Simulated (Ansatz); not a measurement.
Li2O:
```yaml
crystal:
  lattice:
    - [0.00000, 2.24699, 2.24699]
    - [2.24699, 0.00000, 2.24699]
    - [2.24699, 2.24699, 0.00000]
  atoms:
    - { symbol: O, position: [0.00000, 0.00000, 0.00000] }
    - { symbol: Li, position: [0.25000, 0.25000, 0.25000] }
    - { symbol: Li, position: [0.75000, 0.75000, 0.75000] }
```

Relaxed with LDA. Special points in fractions of this cell's reciprocal vectors: Γ (0.000, 0.000, 0.000); X (0.500, 0.000, 0.500); U (0.625, 0.250, 0.625); K (0.375, 0.375, 0.750); L (0.500, 0.500, 0.500); W (0.500, 0.250, 0.750).

Task: List the band energies nearest the valence-band maximum at these points for the program Ansatz at the LDA level (PAW).

Result: In eV from the valence-band maximum; about four levels below and three above (degenerate sets whole), none deeper than 8.9 eV; … stands for higher levels left out; points with the same levels are listed once.

```tsv
k	below	above
Γ	0.00 0.00 0.00	5.88 …
X	-1.65 -1.58 -1.58	4.96 …
U	-2.25 -1.59 -1.24	6.67 12.18 …
L	-3.01 -0.51 -0.51	9.63 10.52 …
W	-2.09 -1.60 -1.60	7.34 10.81 …
```

Space group Fm-3m (anti-fluorite). Symmetry was held in the LDA relaxation.

Potentials: the later of the program's two PAW sets.
